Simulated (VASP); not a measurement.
Set up this calculation in VASP 6.6.1, as the native input.

```yaml
Task: relaxation of cell and atoms
Functional: r2SCAN
Potentials_or_basis: VASP PAW PBE potentials, release 64 (Mo_sv)
Cutoff: 600 eV
k_mesh: 20 × 20 × 20
Occupations: methfessel-paxton, width 0.1 eV
Spin: no spin polarisation
Further_INCAR_settings: ALGO = Normal; EDIFF = 1e-06; IBRION = 2; EDIFFG = -0.01; NSW = 90; ISIF = 3
```

The structure of Mo lies in POSCAR:

```
Mo
1.0
   -1.5734150000      1.5734150000      1.5734150000
    1.5734150000     -1.5734150000      1.5734150000
    1.5734150000      1.5734150000     -1.5734150000
Mo
1
Direct
    0.0000000000      0.0000000000      0.0000000000
```

The input as run:

INCAR

```
PREC     = Accurate       # precision mode
ENCUT    = 600            # plane-wave cutoff, eV
EDIFF    = 1E-6           # SCF threshold, eV
ISMEAR   = 1              # smearing method
SIGMA    = 0.1            # smearing width, eV
LREAL    = False          # projectors in reciprocal space
LASPH    = True           # aspherical terms in the spheres
NELM     = 80             # most SCF steps
ALGO     = Normal         # electronic algorithm
ISIF     = 3              # what is computed and relaxed
LWAVE    = False          # write WAVECAR
LCHARG   = False          # write CHGCAR
METAGGA  = R2SCAN         # meta-GGA
LMIXTAU  = True         
IBRION   = 2              # ionic algorithm
NSW      = 90             # ionic steps
EDIFFG   = -0.01          # ionic threshold
```

KPOINTS

```
Automatic mesh
0
Gamma
  20 20 20
```

Potentials or basis: VASP PAW PBE potentials, release 64 (Mo_sv).

Command:

```console
$ cat potpaw_PBE.64/Mo_sv/POTCAR > POTCAR
$ mpirun -np 1 vasp_std > vasp.out
```

Results of the run:

| Item | Value |
| --- | --- |
| Relaxed volume | 15.70 Å³/atom |
| Relaxed cell | a = 2.732 Å, b = 2.732 Å, c = 2.732 Å, α = 109.47°, β = 109.47°, γ = 109.47° |
| Space group after relaxing (to 0.05 Å) | Im-3m (No. 229) |
| Energy gained by relaxing | 0.8 meV/atom |
| Ionic steps | 3 |
| Pressure after relaxing | 0.0 GPa |
| Band gap on the k mesh | none (metal or under the smearing width) |

Caveat: the PAW data sets were made with another functional, which shifts forces and pressure a little.

Wall time 2.5 min on 1 thread of Intel(R) Xeon(R) 6975P-C (Granite Rapids) (shared host), peak memory 0.19 GiB.
